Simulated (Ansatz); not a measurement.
**MgSe: strong compression**

An exercise on one series of results from a longer session: the logs are not shown, and one member is left open.

Method: DFT, LDA, PAW with Ansatz's default frozen-core files, scalar-relativistic, in Ansatz 0.2.0.

2 further runs of the same task are left out: 1 that didn't finish, 1 set aside as unsound or not needed. Runs told in other sessions of the task aren't counted.

## Starting point

Symmetry: Fm-3m, No. 225, cubic system. Conventional cell: a = 5.241 Å, b = 5.241 Å, c = 5.241 Å, α = 90.00°, β = 90.00°, γ = 90.00°. Around Mg (site symmetry m-3m) lie 6 Se at 2.62 Å. Se (site symmetry m-3m) has 6 Mg at 2.62 Å in its first shell of neighbours.

As a file:

```cif
data_structure
_symmetry_space_group_name_H-M 'P 1'
_symmetry_Int_Tables_number 1
_cell_length_a 3.7059
_cell_length_b 3.7059
_cell_length_c 3.7059
_cell_angle_alpha 60.000
_cell_angle_beta 60.000
_cell_angle_gamma 60.000
_cell_volume 35.99
loop_
_atom_site_label
_atom_site_type_symbol
_atom_site_fract_x
_atom_site_fract_y
_atom_site_fract_z
_atom_site_occupancy
Mg1 Mg 0.00000 0.00000 0.00000 1
Se1 Se 0.50000 0.50000 0.50000 1
```

Whether this phase is the stable one at these pressures isn't tested.

Atoms are numbered in the order of the input: Mg1, Se2.

Set-up of the first run:

File input.yaml:

```yaml
crystal:
  lattice:
    - [0.0, 2.6204622529, 2.6204622529]
    - [2.6204622529, 0.0, 2.6204622529]
    - [2.6204622529, 2.6204622529, 0.0]
  atoms:
    - { symbol: Mg, position: [0.0, 0.0, 0.0] }
    - { symbol: Se, position: [0.5, 0.5, 0.5] }
kpoints:
  mp_grid: { grid: [13, 13, 13] }
scf:
  occupations: { method: fermi_dirac, width: 0.05 }
hamiltonian:
  xc: lda
  pseudopotentials: { kind: paw }
output:
  forces: true
  stress: true
relax:
  f_tol: 0.005
  max_steps: 40
  cell: {}
```

Launch:

```
$ ansatz run input.yaml --threads 1 --pin off --max-ram 2048MiB --backend cpu --events-out ev --progress --plain --runs-dir out
```

Among the steps run: Cell relaxed at zero pressure, PAW; Volume scaled by 1, PAW; Volume scaled by 0.95, PAW; Volume scaled by 0.85, PAW; Volume scaled by 0.75, PAW; Volume scaled by 0.65, PAW; Volume scaled by 0.55, PAW; Volume scaled by 0.45, PAW; Volume scaled by 0.4, PAW.

One table of the session follows, with a row left open; its other results are not shown here.

```
method  volume over the first  volume (Å³/atom)  pressure (GPa)
   PAW                      1            19.583            0.02
   PAW                   0.95                 ?               ?
   PAW                   0.85            16.645           15.73
   PAW                   0.75            14.687           35.99
   PAW                   0.65            12.729           72.21
   PAW                   0.55            10.771          140.74
   PAW                   0.45             8.812          279.52
   PAW                    0.4             7.833          403.41
```

Estimate the missing values for PAW, 0.95.

As computed: volume (Å³/atom): 18.604; pressure (GPa): 3.96. In the column «volume (Å³/atom)» it lies between PAW, 0.85 (16.645) and PAW, 1 (19.583).

To keep in mind: At pressures up to 403 GPa the PAW spheres may overlap and frozen cores may not hold, so those PAW values are rough without an all-electron check.
